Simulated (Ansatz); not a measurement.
# HgS (F-43m): other levels of theory at one geometry

One table from this session's results is given with a row withheld; the runs are named, their logs left out.

Program: Ansatz 0.2.0. Level of theory: DFT at several levels, plane waves, PAW. These are calculated values, not measurements.

### The system as given

The structure is cubic, space group F-43m (No. 216). Conventional cell: a = 5.991 Å, b = 5.991 Å, c = 5.991 Å, α = 90.00°, β = 90.00°, γ = 90.00°. Hg (site symmetry -43m) has 4 S at 2.59 Å in its first shell of neighbours. Around S (site symmetry -43m) lie 4 Hg at 2.59 Å.

Structure file:

```cif
data_structure
_symmetry_space_group_name_H-M 'P 1'
_symmetry_Int_Tables_number 1
_cell_length_a 4.2363
_cell_length_b 4.2363
_cell_length_c 4.2363
_cell_angle_alpha 60.000
_cell_angle_beta 60.000
_cell_angle_gamma 60.000
_cell_volume 53.76
loop_
_atom_site_label
_atom_site_type_symbol
_atom_site_fract_x
_atom_site_fract_y
_atom_site_fract_z
_atom_site_occupancy
Hg1 Hg 0.00000 0.00000 0.00000 1
S1 S 0.75000 0.75000 0.75000 1
```

An earlier run at PBE left this cell at 26.879 Å³/atom and 0.01 GPa (10×10×10 mesh), a metal on this mesh.

Levels to run: PBE+SOC; r²SCAN; PBEsol; LDA. Hardware: 4 threads of Arm Neoverse V2, shared host.

Set-up of the first run:

input.yaml

```yaml
crystal:
  lattice:
    - [0.0, 2.9955142364, 2.9955142364]
    - [2.9955142364, 0.0, 2.9955142364]
    - [2.9955142364, 2.9955142364, 0.0]
  atoms:
    - { symbol: Hg, position: [0.0, 0.0, 0.0] }
    - { symbol: S, position: [0.75, 0.75, 0.75] }
basis:
  ecutwfc: 420
  ecutrho_ratio: 4
kpoints:
  mp_grid: { grid: [10, 10, 10] }
hamiltonian:
  xc: pbe
scf:
  occupations: { method: gaussian, width: 0.05 }
output:
  forces: true
  stress: true
  eigenvalues: true
  populations: true
  dos: { projected: true, de: 0.02 }
  write_density: true
  write_potential: true
  elf: true
  volumetric_format: npy
magnetization:
  noncollinear: true
  spin_orbit: true
```

Command:

```sh
$ ansatz run input.yaml --threads 4 --pin off --max-ram 7168MiB --backend cpu --events-out ev --progress --plain --runs-dir out
```

Steps of the session up to this table: PBE+SOC; r²SCAN; PBEsol; LDA.

One table of the session follows, with a row left open; its other results are not shown here.

```
  level  pressure (GPa)
    PBE             0.0
    LDA            -4.9
 PBEsol            -3.0
PBE+SOC            -0.6
 r²SCAN               ?
```

Q: Estimate the row for r²SCAN from the others.

The run gave: pressure (GPa): -1.7. In the column «pressure (GPa)» it lies between PBEsol (-3.0) and PBE+SOC (-0.6).

The pressure runs from -4.9 GPa (LDA) to 0.0 GPa (PBE); a negative pressure means that level wants a smaller cell, a positive one a larger cell. The gap is widest with PBE+SOC (0.09 eV) and closes with PBE, LDA, PBEsol, r²SCAN. Total energies of different levels have different zeros and can't be compared.
